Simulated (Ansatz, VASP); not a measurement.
## RbBr: VASP beside Ansatz

INCAR

```
  PREC = Accurate
  ENCUT = 520
  EDIFF = 1E-6
  ISMEAR = 0
  SIGMA = 0.05
  LREAL = F
  LASPH = T
  NELM = 60
  ALGO = Normal
  ISIF = 2
  LWAVE = F
  LCHARG = F
  GGA = PS
  NBANDS = 15
```

File KPOINTS:

```
regular mesh
0
Gamma
  6 6 6
```

The input POSCAR:

```
RbBr
1.0
    4.0701688540      0.0000000000      0.0000000000
    0.0000000000      4.0701688540      0.0000000000
    0.0000000000      0.0000000000      4.0701688540
Rb Br
1 1
Direct
    0.0000000000     -0.0595372219     -0.0595372219
    0.5000000000      0.5636828616      0.5636828616
```

Input for Ansatz:

```yaml
crystal:
  lattice:
    - [4.070168854, 0.0, 0.0]
    - [0.0, 4.070168854, 0.0]
    - [0.0, 0.0, 4.070168854]
  atoms:
    - { symbol: Rb, position: [0.0, -0.0595372219, -0.0595372219] }
    - { symbol: Br, position: [0.5, 0.5636828616, 0.5636828616] }
basis:
  ecutwfc: 420
kpoints:
  mp_grid: { grid: [6, 6, 6] }
hamiltonian:
  xc: pbesol
scf:
  occupations: { method: gaussian, width: 0.05 }
output:
  forces: true
  stress: true
  eigenvalues: true
```

Change from the starting cell: mode 5 frozen in at -0.259 Å and mode 6 at -0.259 Å (largest displacements).

Alike in both runs: task single point; functional PBEsol; k mesh 6 × 6 × 6; occupations gaussian, width 0.05 eV; no spin polarisation.

|  | VASP | Ansatz |
| --- | --- | --- |
| version | VASP 6.6.1 | Ansatz 0.2.0 |
| potentials or method | VASP PAW PBE potentials, release 64 (Rb_sv, Br) | scalar-relativistic, plane waves, PAW |
| plane-wave cutoff (eV) | 520 | 420 |
| valence electrons in the cell | 16 | 16 |

VASP gave:

- gap on the k mesh at the Fermi level (eV): 4.19
- least direct gap on the mesh (eV): 4.29
- pressure (GPa): 3.5
- largest component of the traceless stress (GPa): 2.98
- rms of the force components (eV/Å): 0.715

Problem. Which values does Ansatz return?

Solution. gap on the k mesh at the Fermi level (eV): 4.19; least direct gap on the mesh (eV): 4.29; pressure (GPa): 3.4; largest component of the traceless stress (GPa): 2.93; rms of the force components (eV/Å): 0.703.

Atom by atom the forces differ by 0.011 eV/Å (rms over components). The functional is the same, so the differences come from potentials, cutoffs and numerics.

Caveats: the PAW data sets were made with another functional, which shifts forces and pressure a little (VASP). A k mesh can miss the band edges.
